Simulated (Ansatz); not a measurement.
The system is CdGeAs2.

```xyz
8
Lattice="-2.9889 2.9889 5.6643 2.9889 -2.9889 5.6643 2.9889 2.9889 -5.6643" Properties=species:S:1:pos:R:3 pbc="T T T"
Cd    0.0000    0.0000    5.6643
Cd    2.9889    0.0000    2.8321
As    1.4944    1.3224   -1.4161
As    1.6665   -1.4944    7.0804
As    1.4944    1.6665    4.2482
As    1.3224    4.4833    1.4161
Ge    0.0000    2.9889    2.8321
Ge    0.0000    0.0000    0.0000
```

The cell is a database's computed one.

Program: Ansatz 0.2.0. Alike in all runs: task band structure; potentials or basis all-electron LAPW, scalar-relativistic; no spin polarisation; cell as given; k mesh 6 × 6 × 6; cutoff (eV) 289; smearing fermi-dirac 0.05 eV; basis error allowed 0.002 eV/atom.

Question: Order these runs on this cell by their pressure, lowest first.
A. level PBEsol
B. level PBE
C. level LDA

Answer: C (-2.5 GPa), A (-0.7 GPa), B (2.2 GPa).

Not every run made on this cell is shown here.
